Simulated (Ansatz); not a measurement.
The system is BN.

```
N B
1.0
     0.00000    1.81300    1.81300
     1.81300    0.00000    1.81300
     1.81300    1.81300    0.00000
N B
1 1
Direct
  0.25000 0.25000 0.25000
  0.00000 0.00000 0.00000
```

The cell is a database's computed one.

Program: Ansatz 0.2.0. Alike in all runs: task band structure; potentials or basis all-electron LAPW, scalar-relativistic; no spin polarisation; cell as given; k mesh 13 × 13 × 13; smearing fermi-dirac 0.05 eV; basis error allowed 0.001 eV/atom.

**Question.** Order these runs on this cell by their band gap on the k mesh, lowest first.
A. level BLYP; cutoff (eV) 448
B. level PBEsol; cutoff (eV) 446
C. level revPBE; cutoff (eV) 445

**Answer.** B (4.35 eV), C (4.55 eV), A (4.92 eV).

A k mesh can miss the band edges.

Not every run made on this cell is shown here.
